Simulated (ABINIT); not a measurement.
# Quasiparticle gap of CaO (Fm-3m) in ABINIT, part 3 of 3

Aim: the G0W0 gap of CaO (Fm-3m) on PBE, step by step.

ABINIT 10.8.3; PBE and many-body steps on it, plane waves. Known limits of the many-body steps: not at the basis limit; coarse k mesh.

So far. Step 4 (Empty states on the mesh, 4×4×4 mesh, 32 bands): On this mesh the gap is 3.662 eV. Step 5 (Screening, 4×4×4 mesh, 28 bands, screening to 108.8 eV): Local fields lower ε∞ by 8 %. On a Γ-centred mesh this coarse the value itself is usually too large, while a short band sum pulls it down.

## Step 6: Self-energy, 4×4×4 mesh, 28 bands, screening to 108.8 eV

The self-energy is evaluated for the states that the input lists, and the levels follow from it, in one-shot runs by the linearised quasiparticle equation.

This step: G0W0 on PBE, plane waves, norm-conserving pseudopotentials.

Input file run.abi:

```
acell 3*1.0 Angstrom
rprim 
  -0.000000000000 2.403555696000 2.403555696000
  2.403555696000 -0.000000000000 2.403555696000
  2.403555696000 2.403555696000 -0.000000000000
ntypat 2
znucl 20 8
natom 2
typat 1 2
xred 
  0.000000000000 0.000000000000 0.000000000000
  0.500000000000 0.500000000000 0.500000000000
pp_dirpath "pseudos"
pseudos "Ca.upf, O.upf"
ecut 36
ngkpt 4 4 4
nshiftk 1
shiftk 0 0 0
kptopt 1
chksymbreak 0
istwfk *1
occopt 1
irdwfk 1
optdriver 4
nband 28
gwcalctyp 0
ecutsigx 36
symsigma 1
nkptgw 2
kptgw 
  0.0000000000 0.0000000000 0.0000000000
  0.5000000000 0.5000000000 0.0000000000
bdgw 
  6 12
  7 10
ecuteps 4
irdscr 1
ppmodel 1
indata_prefix "in"
outdata_prefix "out"
tmpdata_prefix "tmp"
```

Run with:

```console
OMP_NUM_THREADS=1 mpirun -n 4 abinit run.abi > log
```

Numbers of over 12 decimals in the logs are rounded to 6 here.

What it wrote:

```text
.Version 10.8.3 of ABINIT. v10.8.2 released Aug 2026.

 Symmetries : space group Fm -3 m (#225); Bravais cF (face-center cubic)
[... echo of the input left out ...]
== DATASET  1 ==================================================================
-   mpi_nproc: 4, omp_nthreads: 1 (-1 if OMP is not activated)

--- !DatasetInfo
iteration_state: {dtset: 1, }
dimensions: {natom: 2, nkpt: 8, mband: 28, nsppol: 1, nspinor: 1, nspden: 1, mpw: 1964, }
cutoff_energies: {ecut:  36.0, pawecutdg:  -1.0, }
electrons: {nelect:   1.60000000E+01, charge:   0.00000000E+00, occopt:   1.00000000E+00, tsmear:   1.00000000E-02, }

 SIGMA: Calculation of the GW corrections

 Based on a program developped by R.W. Godby, V. Olevano, G. Onida, and L. Reining.
 Incorporated in ABINIT by V. Olevano, G.-M. Rignanese, and M. Torrent.
.Using double precision arithmetic ; gwpc =  8

[... cell and pseudopotentials left out ...]
--------------------------------------------------------------------------------

 ==== K-mesh for the wavefunctions ====
 Number of points in the irreducible wedge :     8
[... list of points left out ...]
 Together with 48 symmetry operations and time-reversal symmetry
 yields    64 points in the full Brillouin Zone.

 ==== Q-mesh for screening function ====
 Number of points in the irreducible wedge :     8
[... list of points left out ...]
 Together with 48 symmetry operations and time-reversal symmetry
 yields    64 points in the full Brillouin Zone.

 vcoul_init : cutoff-mode = AUXILIARY_FUNCTION
 q-points for optical limit:   1
     1)      0.000010    0.000020    0.000030
 setmesh: FFT mesh size selected  =    36x   36x   36
          total number of points  =        46656

 Number of electrons calculated from density =   16.0000; Expected =   16.0000
 average of density, n =  0.085375
 r_s =    1.4088
 omega_plasma =   28.1852 [eV]

 === KS Band Gaps ===
  >>>> For spin  1
   Minimum direct gap =   4.0354 [eV], located at k-point      :   0.5000  0.5000  0.0000
   Fundamental gap    =   3.6617 [eV], Top of valence bands at :   0.0000  0.0000  0.0000
                                       Bottom of conduction at :   0.5000  0.5000  0.0000
 SIGMA fundamental parameters:
 PLASMON POLE MODEL  1
 number of plane-waves for SigmaX                 1917
 number of plane-waves for SigmaC and W             65
 number of plane-waves for wavefunctions          1917
 number of bands                                    28
 number of independent spin polarizations            1
 number of spinorial components                      1
 number of k-points in IBZ                           8
 number of q-points in IBZ                           8
 number of symmetry operations                      48
 number of k-points in BZ                           64
 number of q-points in BZ                           64
 number of frequencies for dSigma/dE                 9
 frequency step for dSigma/dE [eV]                0.25
 number of omega for Sigma on real axis              0
 max omega for Sigma on real axis  [eV]           0.00
 zcut for avoiding poles [eV]                     0.10

 EPSILON^-1 parameters (SCR file):
 dimension of the eps^-1 matrix on file             65
 dimension of the eps^-1 matrix used                65
 number of plane-waves for wavefunctions          1917
 number of bands                                    28
 number of q-points in IBZ                           8
 number of frequencies                               2
 number of real frequencies                          1
 number of imag frequencies                          1

 matrix elements of self-energy operator (all in [eV])

 Perturbative Calculation

--- !SelfEnergy_ee
iteration_state: {dtset: 1, }
kpoint     : [   0.000,    0.000,    0.000, ]
spin       : 1
KS_gap     :    4.745
QP_gap     :    6.076
Delta_QP_KS:    1.332
data: !SigmaeeData |
     Band     E0 <VxcDFT>   SigX SigC(E0)      Z dSigC/dE  Sig(E)    E-E0       E
        6   5.095 -19.399 -24.614   4.721   0.793  -0.262 -19.791  -0.392   4.703
        7   5.095 -19.399 -24.614   4.721   0.793  -0.262 -19.791  -0.392   4.703
        8   5.095 -19.399 -24.614   4.721   0.793  -0.262 -19.791  -0.392   4.703
        9   9.840 -10.909  -6.359  -3.445   0.849  -0.177  -9.970   0.939  10.779
       10  11.332 -13.905  -6.986  -3.864   0.845  -0.184 -11.324   2.581  13.913
       11  11.332 -13.905  -6.986  -3.864   0.845  -0.184 -11.324   2.581  13.913
       12  11.332 -13.905  -6.986  -3.864   0.845  -0.184 -11.324   2.581  13.913

--- !SelfEnergy_ee
iteration_state: {dtset: 1, }
kpoint     : [   0.500,    0.500,    0.000, ]
spin       : 1
KS_gap     :    4.035
QP_gap     :    6.313
Delta_QP_KS:    2.277
data: !SigmaeeData |
     Band     E0 <VxcDFT>   SigX SigC(E0)      Z dSigC/dE  Sig(E)    E-E0       E
        7   4.721 -18.930 -24.281   4.698   0.793  -0.261 -19.448  -0.518   4.203
        8   4.721 -18.930 -24.281   4.698   0.793  -0.261 -19.448  -0.518   4.203
        9   8.757 -11.435  -5.853  -3.519   0.853  -0.172  -9.676   1.759  10.516
       10  13.145 -16.134  -8.827  -3.902   0.837  -0.195 -13.284   2.850  15.995

== END DATASET(S) ==============================================================
================================================================================

 -outvars: echo values of variables after computation  --------
           etotal      0.0000000000E+00
            nband          28
             nkpt           8
          spgroup         225
 [... the other variables as echoed above ...]

 Calculation completed.
```

Wall time 2.8 s (4 MPI ranks of Arm Neoverse V1, shared host); peak memory 0.13 GiB.

This step gave:

```
G0W0 gap on the points computed              : 5.813 eV
starting gap on the mesh                     : 3.662 eV
k of the valence top                         : 0, 0, 0
k of the conduction bottom                   : 0.5, 0.5, 0
Z at the valence top                         : 0.793
Z at the conduction bottom                   : 0.853
least direct G0W0 gap on the computed points : 6.076 eV
```

The gap on the mesh goes from 3.66 eV to 5.81 eV, a correction of +2.15 eV.

Limits: finite bands, cutoff and mesh; coarse k mesh. v1 is the top filled band, c1 the lowest empty one. Levels before and after the correction, in eV, zero at the valence-band top of each column:

|  | conduction bottom | valence top |
| --- | --- | --- |
| Kohn-Sham | 3.66 | 0.00 |
| G0W0 | 5.81 | 0.00 |

|  | level | energy (eV) |
| --- | --- | --- |
| Kohn-Sham | Γ v3-v1 | 0.000 |
| Kohn-Sham | Γ c1 | 4.745 |
| Kohn-Sham | Γ c2-c4 | 6.237 |
| Kohn-Sham | (0.5 0.5 0) v2-v1 | -0.374 |
| Kohn-Sham | (0.5 0.5 0) c1 | 3.662 |
| Kohn-Sham | (0.5 0.5 0) c2 | 8.050 |
| G0W0 | Γ v3-v1 | 0.000 |
| G0W0 | Γ c1 | 6.076 |
| G0W0 | Γ c2-c4 | 9.210 |
| G0W0 | (0.5 0.5 0) v2-v1 | -0.500 |
| G0W0 | (0.5 0.5 0) c1 | 5.813 |
| G0W0 | (0.5 0.5 0) c2 | 11.292 |

## Step 7: Where the time went

Times are wall times on 4 MPI ranks of Arm Neoverse V1, shared host, good to a factor of about two.

| step | time | share | memory (GiB) |
| --- | --- | --- | --- |
| ground state | 9.7 s | 34 % | 0.29 |
| bands along the symmetry lines | 7.7 s | 27 % | 0.26 |
| empty states on the mesh | 3.9 s | 14 % | 0.24 |
| screening | 4.1 s | 15 % | 0.38 |
| self-energy | 2.8 s | 10 % | 0.13 |

## Step 8: What came out

```
PBE gap              : 3.66 eV, indirect
G0W0 gap on the mesh : 5.81 eV
GW settings          : 4×4×4 mesh, 28 bands, screening to 108.8 eV, Godby-Needs plasmon pole
known limits         : not at the basis limit; coarse k mesh
```

**Reading.** G0W0 moves the gap on the mesh from 3.66 eV to 5.81 eV (+2.15 eV), with Z of 0.79 and 0.85 at the edges. Local fields lower the RPA ε∞ on this mesh from 4.00 to 3.67; a Γ-centred mesh this coarse tends to raise both, most where the direct gap is narrow, while a short band sum lowers them. Only 2 of the mesh's irreducible points were corrected, so a valley elsewhere could overtake. Bands and cutoff are finite, so the gap is not at the basis limit. The miss can reach some tenths of an eV and take either sign; the mesh is an error of its own. In the G0W0 run levels were corrected at 2 k points alone, so a gap called «on the mesh» is the least over those, and an edge elsewhere would be missed. The 4×4×4 mesh is coarse for this cell, which bears on the long-range parts of exchange and screening.

[Paths, hosts, dates, memory and timing lines, banners, echoed tables and standing remarks are left out of the program output.]

[Logs are printed without paths, hosts, clocks, repeated set-up lines and the standing remarks that a program may print on its own settings, such as how far it seeks lower states.]

[Runs of the session that timed out or met a known fault of the program may be left out.]

[Hosts, paths, dates, database ids (printed as entryN), source tags and the programs' standing remarks are cut or masked in the printed files.]

[G0W0 gaps are taken among the corrected bands and points alone; a level outside them can change the order at an edge.]

[Where Ansatz stands beside ABINIT at settings called matched, ABINIT's density can come from a denser mesh and the files from another edition; pairs whose starting gaps differed by over 0.03 eV were left out, so agreement reads better than it is.]
